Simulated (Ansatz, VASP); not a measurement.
# Two plane-wave programs on Tl

```
Tl
1.0
     3.28838    0.00000    0.00000
     0.00000    3.28838    0.00000
     0.00000    0.00000    3.28838
Tl
1
Cartesian
  0.0000 0.0000 0.0000
```

Alike in both runs: task single point; functional BLYP; k mesh 11 × 11 × 11; occupations fermi-dirac, width 0.1 eV; no spin polarisation.

|  | VASP | Ansatz |
| --- | --- | --- |
| version | VASP 6.6.1 | Ansatz 0.2.0 |
| potentials or method | VASP PAW PBE potentials, release 64 (Tl_d) | plane waves (420 eV) with PAW, scalar-relativistic |
| plane-wave cutoff (eV) | 520 | 420 |
| valence electrons in the cell | 13 | 13 |

```csv
,VASP,Ansatz,Ansatz less VASP
pressure (GPa),1.7,1.7,-0.01
```

With one functional, cell and mesh, what is left measures potentials, basis and numerics.

Caveats: the PAW data sets were made with another functional, which shifts forces and pressure a little (VASP). The runs have no spin-orbit coupling, so splittings on Tl are missing.
